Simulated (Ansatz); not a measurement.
Runs of Ansatz 0.2.0 on CdSe. It takes space group F-43m (No. 216, cubic). The conventional cell has a = 6.141 Å, b = 6.141 Å, c = 6.141 Å, α = 90.00°, β = 90.00°, γ = 90.00°. Around Cd (site symmetry -43m) lie 4 Se at 2.66 Å. Se (site symmetry -43m) is surrounded by 4 Cd at 2.66 Å. Measurements of this composition are mostly on another form, of space group No. 186.

```tsv
task	level	spin	cell	k mesh	smearing	points for each segment of the path	q mesh	atoms under strain	gap on the mesh (eV)	pressure (GPa)
band structure	BLYP	off	as given	8 × 8 × 8	fermi-dirac 0.05 eV	14	-	-	0.47	4.0
band structure	PBEsol	SOC, no magnetisation	as given	6 × 6 × 6	fermi-dirac 0.05 eV	14	-	-	(b)	-1.4
relaxation of cell and atoms	PBEsol	off	relaxed	8 × 8 × 8	fermi-dirac 0.05 eV	-	-	-	0.48	0.0
phonons	LDA	off	as given	6 × 6 × 6	fixed	8	2 × 2 × 2	-	0.27	-
elastic constants	PBEsol	off	as given	6 × 6 × 6	fixed	-	-	relaxed	(a)	-1.4
```

Alike in all rows: potentials or basis Ansatz PAW; cutoff (eV) 420.

**Question.** Estimate the missing entries.

**Answer.** (a) 0.42; (b) 0.30.

Caveats: the PAW data sets come from PBE, with cores solved anew for the run's functional, which leaves a small shift of forces and pressure; the plane-wave basis is chosen anew once the cell has moved, so the energies of steps on either side of that aren't comparable (some runs); the gap is small at this level, which inflates the dielectric constant (some runs).

A k mesh can miss the band edges, and rows without SOC leave out spin-orbit coupling on Cd, Se.

Runs at the PBE level aren't shown here.
